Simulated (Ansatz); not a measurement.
# Si2W (P6_222) in Ansatz: further runs

Runs on Si2W. Level: PBE. Tasks: relaxation of the atoms.

Program: Ansatz 0.2.0. These are calculated values, not measurements. Logs are shortened: lines on timing, memory, paths and dates and some standing lists are left out, and cuts for length are marked.

## Step 1: The cell of the first run

The structure is hexagonal, space group P6_222 (No. 180). Conventional cell: a = 4.709 Å, b = 4.709 Å, c = 6.653 Å, α = 90.00°, β = 90.00°, γ = 120.00°. W (site symmetry 222) has 10 Si at 2.61 to 2.74 Å as nearest neighbours. Around Si (site symmetry 2) lie 5 Si at 2.59 to 2.74 Å and 5 W at 2.61 to 2.74 Å.

Measurements of this composition are mostly on another form, of space group No. 139.

## Step 2: Relaxation of the atoms, PBE (strained by +2 %)

File input.yaml:

```yaml
crystal:
  lattice:
    - [4.7091894297, 0.0, 0.0]
    - [-2.3545947149, 4.0782776774, 0.0]
    - [0.0, 0.0, 6.653222]
  atoms:
    - { symbol: W, position: [0.5, 0.0, 0.5] }
    - { symbol: W, position: [0.5, 0.5, 0.8333333333] }
    - { symbol: W, position: [0.0, 0.5, 0.1666666667] }
    - { symbol: Si, position: [0.327252, 0.163626, 0.1666666667] }
    - { symbol: Si, position: [0.836374, 0.163626, 0.8333333333] }
    - { symbol: Si, position: [0.163626, 0.327252, 0.5] }
    - { symbol: Si, position: [0.672748, 0.836374, 0.1666666667] }
    - { symbol: Si, position: [0.163626, 0.836374, 0.8333333333] }
    - { symbol: Si, position: [0.836374, 0.672748, 0.5] }
hamiltonian:
  xc: pbe
  pseudopotentials: { kind: paw }
kpoints:
  mp_grid: { grid: [5, 5, 3] }
scf:
  occupations: { method: fermi_dirac, width: 0.05 }
output:
  forces: true
  stress: true
  eigenvalues: true
  write_density: true
  write_potential: true
  elf: true
  volumetric_format: npy
relax:
  f_tol: 0.01
  max_steps: 40
```

Potentials or basis: Ansatz PAW.

Started as:

```sh
> ansatz run input.yaml --threads 4 --pin off --max-ram 11264MiB --backend cpu --events-out ev --progress --plain --runs-dir out
```

Output:

```text
Warning: output.stress: scf.convergence.dr2_threshold = 1e-7 eV (the SCF's general default) is looser than the 9e-10 eV advised for a printed stress (1e-10 eV for each atom of the cell: 9). What an SCF threshold leaves in a stress goes as its square root, and in the free energy as the threshold itself, and one threshold admits the most on a small cell: of the crystals measured, under no hybrid functional and no lock of the moments, on runs that ended without the residual-converged pass, on stresses that held no estimate of that error, the worst erred by over 100 MPa in a component at 1e-7 eV an atom and by under 5 at 1e-10. Every solve of this run answers to scf.convergence.dr2_threshold, and the tensor of one is reported: a single SCF on the reported geometry and on this run's grids (its basis.xc_grid and basis.ecutrho_ratio typed), with scf.convergence.dr2_threshold at 9e-10 eV or tighter, prints it and tightens no other solve. Else set scf.convergence.dr2_threshold to 9e-10 eV or tighter. The threshold is an SCF's pass mark: one that does not reach it within its budget of iterations ends unconverged, or closes short of it on a stop that the run arms, and scf.convergence.dr2_threshold's page says what that costs each kind of run
Warning: RAYON_NUM_THREADS=4 ignored (pool sized by the plan → 4); use --threads N
Engine: ansatz 0.2.0, aarch64-unknown-linux-gnu
Pseudopotentials: kind: paw
Pseudopotential: W, paw, valence charge 14, recommended cutoff 420 eV (normal), W.paw.azcp
Pseudopotential: Si, paw, valence charge 4, recommended cutoff 420 eV (normal), Si.paw.azcp
Functional definition: PBE
  parameter kappa = 0.804
  parameter beta = 0.06672455060314922
  exchange = pbe_x(kappa = kappa, mu = beta*pi^2/3)
  correlation = pbe_c(beta = beta)
Crystal: 9 atoms, lattice volume = 127.778 Å³
Basis set: ecut = 420 eV, 2537 PW (Γ), exchange–correlation on 64×64×90 points (8 copies of the dense FFT grid, shifted against one another)
Bands: 42, of which v1, the nominal top of the filled ones, is band 33 counted from 1 (32 counted from 0)
Symmetry: 12 space group operations
Space group: P6222 (ITA 180), of the structure as read, at distance tolerance 5.0e-5 Å
k-points: 10 of 75
Non-local potential: W, projectors of the file, l = 0: 3, l = 1: 2, l = 2: 2, l = 3: 1
Non-local potential: Si, projectors of the file, l = 0: 2, l = 1: 2, l = 2: 2
PAW form: soft (Blöchl's): semilocal exchange-correlation on the pseudo side does not see the compensation charge
PAW one-centre angular grid: W, 590 points (default); XC on 64 Gauss nodes
PAW one-centre angular grid: Si, 110 points (default); XC on 64 Gauss nodes
Initial density: superposition of atomic densities (neutral atoms: chi_scale 0, normalization atom), corrected by the library's trained network
Initial wavefunctions: pseudopotential atomic-orbital guess
Functional: x = pbe(κ = 0.804, μ = 0.2195149727645171), c = pbe(β = 0.06672455060314922)
SCF iter   1: F=—  HF=-34971.639239 eV  |F-HF|=—  |Δ(HF+E_count)|=         —  Δρ=7.52e-3  dr2=7.14e-2  ethr=1.77e-3  ⟨swp⟩=7.5  Hψ=1957  notcnv=0
preconditioner: auto → Resta (q_TF=auto, 2.444 Å⁻¹)  ε∞=9.7  [insulator: Δε(μ)=0.380 eV  Ē_g=7.218 eV  σ=0.050 eV  W_gap=0.95  n_scr=34 (ndim 8)  ℏωp=21.3 eV  f_vac=0.000  D(μ)=0.10/eV (n_scr^D=0)  ε∞_Penn≈9.7]
SCF iter   2: F=—  HF=-34971.630051 eV  |F-HF|=—  |Δ(HF+E_count)|=   9.19e-3  Δρ=3.72e-3  dr2=1.23e-2  ethr=1.08e-4  ⟨swp⟩=1.6  Hψ=506  notcnv=0  defer=4
SCF iter   3: F=—  HF=-34971.629191 eV  |F-HF|=—  |Δ(HF+E_count)|=   8.60e-4  Δρ=6.61e-4  dr2=2.97e-4  ethr=1.86e-5  ⟨swp⟩=2.1  Hψ=522  notcnv=0  defer=4
SCF iter   4: F=—  HF=-34971.629198 eV  |F-HF|=—  |Δ(HF+E_count)|=   7.48e-6  Δρ=7.41e-5  dr2=3.58e-6  ethr=4.49e-7  ⟨swp⟩=2.8  Hψ=673  notcnv=0  defer=4
iter 5 did not close the SCF: its close was put off for the readings that it lacked (scf_convergence_deferred on its scf_iter line)
SCF iter   5: F=-34971.629199 eV  HF=-34971.629199 eV  |F-HF|=2.28e-9  |Δ(HF+E_count)|=   4.81e-7  Δρ=9.69e-6  dr2=7.77e-8  ethr=5.42e-9  ⟨swp⟩=2.2  Hψ=677  notcnv=0  defer=4
SCF iter   6: F=-34971.629199 eV  HF=-34971.629199 eV  |F-HF|=2.11e-10  |Δ(HF+E_count)|=   3.35e-9  Δρ=1.44e-6  dr2=1.57e-9  ethr=1.18e-10  ⟨swp⟩=11.3  Hψ=2814  notcnv=0
SCF 1 converged in 6 iterations: F = -34971.629199 eV  dr2 = 1.57e-9
relax step   1: F+E_penalty+E_count = -34971.62919881 eV  Δ(F+E_penalty+E_count) = +0.000e0 eV  max|allowed force component| = 1.367e-2 eV/Å  Δτ_max = 0.0000 Å  (6 SCF iters, dr2 threshold 2.50e-6 eV, accepted)
Initial density: handed on by an earlier stage of this run
Initial wavefunctions: those handed on with the density
iter 1 solved again at ethr=1.61e-8 eV; its pass at ethr=3.10e-3 eV (dr2=1.07e-5 eV) is discarded
SCF iter   1: F=—  HF=-34971.629279 eV  |F-HF|=—  |Δ(HF+E_count)|=         —  Δρ=6.72e-5  dr2=1.09e-5  ethr=1.61e-8  ⟨swp⟩=2.2  Hψ=1266  notcnv=0
preconditioner: auto → Resta (q_TF=auto, 2.444 Å⁻¹)  ε∞=9.7  [insulator: Δε(μ)=0.305 eV  Ē_g=7.234 eV  σ=0.050 eV  W_gap=0.89  n_scr=34 (ndim 8)  ℏωp=21.3 eV  f_vac=0.000  D(μ)=0.19/eV (n_scr^D=0)  ε∞_Penn≈9.7]
SCF iter   2: F=—  HF=-34971.629239 eV  |F-HF|=—  |Δ(HF+E_count)|=   3.94e-5  Δρ=3.79e-5  dr2=3.36e-6  ethr=1.61e-8  ⟨swp⟩=2.1  Hψ=589  notcnv=0
iter 3 did not close the SCF: its close was put off for the readings that it lacked (scf_convergence_deferred on its scf_iter line)
SCF iter   3: F=-34971.629238 eV  HF=-34971.629238 eV  |F-HF|=8.88e-9  |Δ(HF+E_count)|=   9.00e-7  Δρ=4.10e-6  dr2=1.96e-8  ethr=5.09e-9  ⟨swp⟩=2.0  Hψ=595  notcnv=0
iter 4 did not close the SCF: its close was put off for the readings that it lacked (scf_convergence_deferred on its scf_iter line)
SCF iter   4: F=-34971.629238 eV  HF=-34971.629238 eV  |F-HF|=1.06e-9  |Δ(HF+E_count)|=  8.51e-10  Δρ=9.32e-7  dr2=1.52e-9  ethr=2.97e-11  ⟨swp⟩=2.0  Hψ=612  notcnv=0
iter 5 did not close the SCF: its close was put off for the readings that it lacked (scf_convergence_deferred on its scf_iter line)
SCF iter   5: F=-34971.629238 eV  HF=-34971.629238 eV  |F-HF|=2.18e-11  |Δ(HF+E_count)|=  2.04e-10  Δρ=2.28e-7  dr2=4.36e-11  ethr=2.30e-12  ⟨swp⟩=2.1  Hψ=599  notcnv=0
SCF iter   6: F=-34971.629238 eV  HF=-34971.629238 eV  |F-HF|=1.46e-11  |Δ(HF+E_count)|=    0.00e0  Δρ=3.87e-8  dr2=1.65e-12  ethr=1.00e-12  ⟨swp⟩=8.1  Hψ=1910  notcnv=0
SCF 2 converged in 6 iterations: F = -34971.629238 eV  dr2 = 1.65e-12
relax step   2: F+E_penalty+E_count = -34971.62923848 eV  Δ(F+E_penalty+E_count) = -3.967e-5 eV  max|allowed force component| = 7.616e-4 eV/Å  Δτ_max = 0.0010 Å  (6 SCF iters, accepted)
SCF converged after 6 iterations
Free energy (F): -34971.629238 eV
Harris-Foulkes:  -34971.629238 eV  (|F-HF|=1.46e-11)
Internal energy: -34971.627012 eV  (E = F + TS)
E sigma→0 (E₀):  -34971.628125 eV
Entropy (-TS):   -0.002227 eV (-0.247 meV/atom)
Fermi energy:    16.315992 eV
--- Per-component energies (eV) ---
  E_band       = -294.977484
  E_kinetic    = 1611.215451
  E_local      = -2942.991331  (includes V_loc(G=0)·N_el)
  E_nonlocal   = 150.476636
  E_hartree    = 1143.045747
  E_xc         = -1140.291309
  E_vxc        = -1008.557451  (∫ρ·V_xc dr)
  E_paw        = -28764.213092  (= ΣΔE_a)
  E_vpaw       = -391.212116  (= ΣTr[D̂ρ^β])
  E_aug_tail   = -0.000116  (compensation charges beyond the density's cutoff)
  E_ewald      = -5028.868999
  E_smearing   = -0.002227  (= −TS)
  E_closure    = 0.000000  (closes the sum)
  Σ components = -34971.629238   (vs F -34971.629238, Δ=0.00e0)
--- Forces (eV/Å), atoms counted from 1 ---
  atom   1  W      0.00000000     0.00000000     0.00000000
  atom   2  W      0.00000000     0.00000000    -0.00000000
  atom   3  W      0.00000000     0.00000000    -0.00000000
  atom   4  Si    -0.00065955    -0.00038079     0.00000000
  atom   5  Si     0.00065955    -0.00038079     0.00000000
  atom   6  Si     0.00000000    -0.00076158     0.00000000
  atom   7  Si     0.00065955     0.00038079     0.00000000
  atom   8  Si    -0.00065955     0.00038079    -0.00000000
  atom   9  Si    -0.00000000     0.00076158     0.00000000
  max |Σ_I F_I| component: 3.93e-17 eV/Å
--- Stress (GPa, compression-positive) ---
       -9.208732       0.000000      -0.000000
       -0.000000      -9.208732      -0.000000
        0.000000      -0.000000      -6.011372
  P = ⅓ Tr σ = -8.1429 GPa (-81.429 kbar)
--- Band table (eV; the first three rows and the last of 10) ---
  k-point 0: bands = ["-58.0038", "-57.9938", "-57.9938", "-22.3672", "-22.3574", "-22.3574", "-22.3505", "-22.3505", "-22.2875", "-22.2513", "-22.2513", "-22.2369", "2.0998", "5.3075", "5.3075", "9.0192", "9.5350", "9.5350", "9.8624", "9.8624", "10.7831", "11.4195", "11.4195", "11.6565", "12.6128", "12.6128", "12.9111", "12.9111", "12.9931", "12.9931", "13.2669", "13.7432", "15.5278", "18.4422", "18.4422", "18.4723", "18.4936", "18.7513", "18.8204", "18.8204", "19.1091", "19.1091"]
  k-point 1: bands = ["-58.0022", "-57.9982", "-57.9909", "-22.3900", "-22.3588", "-22.3569", "-22.3440", "-22.3051", "-22.2897", "-22.2818", "-22.2566", "-22.2269", "2.5133", "3.6737", "6.8873", "9.3492", "9.4320", "9.5176", "9.5859", "10.4549", "10.6031", "10.6641", "10.7448", "10.8173", "12.5962", "12.7747", "12.8437", "12.8832", "13.3295", "13.5665", "13.7286", "14.6583", "16.1986", "17.7113", "18.1213", "18.5482", "18.5616", "18.6694", "18.7836", "18.9218", "19.0105", "19.0519"]
  k-point 2: bands = ["-58.0029", "-57.9946", "-57.9938", "-22.3847", "-22.3686", "-22.3546", "-22.3461", "-22.3375", "-22.2855", "-22.2558", "-22.2539", "-22.2285", "2.4945", "5.5624", "5.6224", "7.4188", "8.3728", "9.2417", "9.7540", "10.6590", "11.3000", "11.4952", "11.7030", "11.9077", "12.3212", "12.6706", "13.0921", "13.1027", "13.1776", "13.2572", "13.5276", "13.5787", "15.3985", "17.2420", "17.5748", "17.9080", "17.9373", "18.2433", "18.2951", "18.8035", "18.9835", "19.2135"]
  k-point 9: bands = ["-58.0002", "-57.9968", "-57.9942", "-22.3925", "-22.3877", "-22.3691", "-22.3401", "-22.3114", "-22.3006", "-22.2671", "-22.2320", "-22.2261", "4.6715", "5.1981", "5.5813", "6.1729", "7.1411", "8.0659", "9.3240", "9.9428", "10.9184", "11.5907", "12.0369", "12.3012", "12.5598", "12.8658", "12.9290", "13.0470", "13.6990", "14.3350", "14.7933", "15.0829", "15.9312", "16.8983", "17.0207", "17.7011", "17.9296", "18.0158", "18.1795", "18.3335", "18.7053", "18.8398"]
--- Relaxed structure (2 steps of the walk, 2 accepted, 0 SCFs on fresh bases) ---
  F+E_penalty+E_count = -34971.62923848 eV   max|allowed force component| = 7.616e-4 eV/Å
  atoms:
    - { symbol: W, position: [0.5, 0.0, 0.49999999999999994] }
    - { symbol: W, position: [0.5, 0.5, 0.8333333333333334] }
    - { symbol: W, position: [0.0, 0.49999999999999994, 0.16666666666666669] }
    - { symbol: Si, position: [0.3275031966227024, 0.1637515983113512, 0.16666666666666669] }
    - { symbol: Si, position: [0.8362484016886487, 0.16375159831135117, 0.8333333333333334] }
    - { symbol: Si, position: [0.1637515983113512, 0.32750319662270233, 0.49999999999999994] }
    - { symbol: Si, position: [0.6724968033772977, 0.8362484016886486, 0.16666666666666669] }
    - { symbol: Si, position: [0.16375159831135117, 0.8362484016886487, 0.8333333333333334] }
    - { symbol: Si, position: [0.8362484016886488, 0.6724968033772976, 0.49999999999999994] }
```

Wall time 3.8 s (4 threads of Arm Neoverse V1, shared host); peak memory 0.43 GiB.

Results:

```yaml
Free_energy: -34971.6292 eV
Energy_gained_by_relaxing: 0.0 meV/atom
Ionic_steps: 2
Pressure_after_relaxing: -8.1 GPa
Band_gap_on_the_k_mesh: 0.30 eV, indirect (least direct gap 0.78 eV)
```

Final structure:
```cif
data_structure
_symmetry_space_group_name_H-M 'P 1'
_symmetry_Int_Tables_number 1
_cell_length_a 4.7092
_cell_length_b 4.7092
_cell_length_c 6.6532
_cell_angle_alpha 90.000
_cell_angle_beta 90.000
_cell_angle_gamma 120.000
_cell_volume 127.78
loop_
_atom_site_label
_atom_site_type_symbol
_atom_site_fract_x
_atom_site_fract_y
_atom_site_fract_z
_atom_site_occupancy
W1 W 0.50000 0.00000 0.50000 1
W2 W 0.50000 0.50000 0.83333 1
W3 W 0.00000 0.50000 0.16667 1
Si1 Si 0.32750 0.16375 0.16667 1
Si2 Si 0.83625 0.16375 0.83333 1
Si3 Si 0.16375 0.32750 0.50000 1
Si4 Si 0.67250 0.83625 0.16667 1
Si5 Si 0.16375 0.83625 0.83333 1
Si6 Si 0.83625 0.67250 0.50000 1
```

Levels at points of the mesh, in eV from the valence-band top:
| k point | band 29 | band 30 | band 31 | band 32 | band 33 | band 34 | band 35 | band 36 | band 37 | band 38 |
| --- | --- | --- | --- | --- | --- | --- | --- | --- | --- | --- |
| (0.00, 0.00, 0.00) | -3.21 | -3.21 | -2.93 | -2.46 | -0.67 | 2.24 | 2.24 | 2.27 | 2.30 | 2.55 |

Caveat: odd divisions of the mesh miss points on the zone boundary, where band edges often lie, so the gap on the mesh can be too wide; spin-orbit coupling is left out, which moves the levels of the heavy elements; the thresholds are loose for stress.

## Step 3: Relaxation of the atoms, PBE (strained by -4 %)

input.yaml, as its differences from that of step 2:

```diff
@@ -2,4 +2,4 @@
   lattice:
-    - [4.7091894297, 0.0, 0.0]
-    - [-2.3545947149, 4.0782776774, 0.0]
+    - [4.4321782868, 0.0, 0.0]
+    - [-2.2160891435, 3.8383789905, 0.0]
     - [0.0, 0.0, 6.653222]
@@ -26,6 +26,2 @@
   eigenvalues: true
-  write_density: true
-  write_potential: true
-  elf: true
-  volumetric_format: npy
 relax:
```

Potentials or basis: Ansatz PAW.

Started as:

```sh
> ansatz run input.yaml --threads 4 --pin off --max-ram 11264MiB --backend cpu --events-out ev --progress --plain --runs-dir out
```

Run time: 4.6 s. Hardware: 4 threads of Arm Neoverse V1, shared host; peak memory 0.42 GiB.

Results (log left out):

| Property | Result |
| --- | --- |
| Free energy | -34971.1049 eV |
| Energy gained by relaxing | 0.0 meV/atom |
| Ionic steps | 3 |
| Pressure after relaxing | 20.9 GPa |
| Largest force after relaxing | 0.006 eV/Å |
| Band gap on the k mesh | 0.74 eV, indirect (least direct gap 1.28 eV) |

Forces in eV/Å, atoms in the order of the input:
```
W    0.000  0.000  0.000
W    0.000  0.000  0.000
W    0.000  0.000  0.000
Si   0.006  0.003  0.000
Si  -0.006  0.003  0.000
Si   0.000  0.006  0.000
Si  -0.006 -0.003  0.000
Si   0.006 -0.003  0.000
Si   0.000 -0.006  0.000
```

Stress tensor (GPa, compression positive):
```
25.29  0.00  0.00
 0.00 25.29  0.00
 0.00  0.00 12.15
```

Step by step:
| step | energy change (eV) | largest force (eV/Å) |
| --- | --- | --- |
| 1 | 0.0000 | 0.0429 |
| 2 | -0.0002 | 0.0065 |
| 3 | -0.0002 | 0.0065 |

Final structure:
```
W Si
1.0
     4.43218    0.00000    0.00000
    -2.21609    3.83838    0.00000
     0.00000    0.00000    6.65322
W Si
3 6
Cartesian
  2.2161 0.0000 3.3266
  1.1080 1.9192 5.5444
  -1.1080 1.9192 1.1089
  1.0892 0.6289 1.1089
  3.3430 0.6289 5.5444
  0.0000 1.2577 3.3266
  1.1269 3.2095 1.1089
  -1.1269 3.2095 5.5444
  2.2161 2.5807 3.3266
```

Levels at points of the mesh, in eV from the valence-band top:
| k point | band 29 | band 30 | band 31 | band 32 | band 33 | band 34 | band 35 | band 36 | band 37 | band 38 |
| --- | --- | --- | --- | --- | --- | --- | --- | --- | --- | --- |
| (0.00, 0.00, 0.00) | -2.76 | -2.76 | -2.30 | -1.91 | -0.64 | 2.79 | 2.79 | 3.14 | 3.23 | 3.53 |

Caveat: odd divisions of the mesh miss points on the zone boundary, where band edges often lie, so the gap on the mesh can be too wide; spin-orbit coupling is left out, which moves the levels of the heavy elements; the thresholds are loose for stress. A k mesh can miss the band edges.
